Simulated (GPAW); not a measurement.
Runs of GPAW 26.7.0 on Pb. It takes space group Fm-3m (No. 225, cubic). Conventional cell: a = 4.950 Å, b = 4.950 Å, c = 4.950 Å, α = 90.00°, β = 90.00°, γ = 90.00°. Around Pb (site symmetry m-3m) lie 12 Pb at 3.50 Å. 

| task | level | potentials or basis | cell | k mesh | cutoff (eV) | smearing | response ecut | kernel | over volumes | N frequencies | maxiter | other keys | mesh quality | gap on the mesh (eV) | pressure (GPa) |
| --- | --- | --- | --- | --- | --- | --- | --- | --- | --- | --- | --- | --- | --- | --- | --- |
| single point | PBE | GPAW PAW data sets (gpaw-data 1.2.1), pw | as given | 8 × 8 × 8 | 500 | fermi-dirac 0.05 eV | - | - | - | - | 80 | - | not flagged | none | 2.1 |
| single point | PBE | GPAW PAW data sets (gpaw-data 1.2.1), pw | as given | 8 × 8 × 8 | 450 | fermi-dirac 0.01 eV | - | - | - | - | 150 | - | not flagged | none | (a) |
| single point | AM05 | PAW data sets generated in the run's folder for this functional, pw | cell strained at random at fixed volume | 7 × 9 × 7 | 450 | fermi-dirac 0.01 eV | - | - | - | - | 150 | - | not flagged | none | -1.3 |
| optical spectrum | LDA | the program's PAW data sets (release 1.2.1) made for this functional, pw | as given | 8 × 8 × 8 | 450 | fermi-dirac 0.05 eV | 120 eV | RPA | - | - | 100 | several, not listed | not flagged | none | - |

Alike in all rows: no spin polarisation.

Task: Fill in the values left out.

Result: (a) 1.4.

Caveats: the cutoff is short for stress and forces, so pressures can be off by a GPa or more (some runs); the intraband term hangs on this k mesh (some runs); the long-wavelength limit can be off by a per cent or two (some runs); independent-particle spectra lack excitons (some runs).

A k mesh can miss the band edges, and the runs leave out spin-orbit coupling on Pb.

A gap of «none» marks a metal or a gap under the smearing width.
